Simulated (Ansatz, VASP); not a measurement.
## One calculation of Re, two programs

```
CELL_PARAMETERS angstrom
2.85925 0.00000 0.00000
-1.42962 2.47618 0.00000
0.00000 0.00000 9.21818
ATOMIC_POSITIONS crystal
Re 0.00000 0.00000 0.00000
Re 0.00000 0.00000 0.50000
Re 0.33333 0.66667 0.25000
Re 0.66667 0.33333 0.75000
```

Alike in both runs: task single point; functional RPBE; k mesh 15 × 15 × 4; occupations fermi-dirac, width 0.1 eV; no spin polarisation.

```csv
,VASP,Ansatz
version,VASP 6.6.1,Ansatz 0.2.0
potentials or method,"VASP PAW PBE potentials, release 64 (Re)","plane waves (420 eV) with PAW, scalar-relativistic"
plane-wave cutoff (eV),520,420
valence electrons in the cell,28,60
```

```tsv
	VASP	Ansatz	Ansatz less VASP
pressure (GPa)	-23.6	-22.7	+0.86
largest component of the traceless stress (GPa)	0.12	0.04	-0.077
```

The two sets of potentials don't hold the same shells in valence.

Caveats: so large a pressure means that the cell lies far from this level's equilibrium, or that cutoff or potentials fall short (VASP); the potentials were made for another functional, which shifts forces and pressure (VASP). Spin-orbit coupling is left out, which matters for the levels of Re.
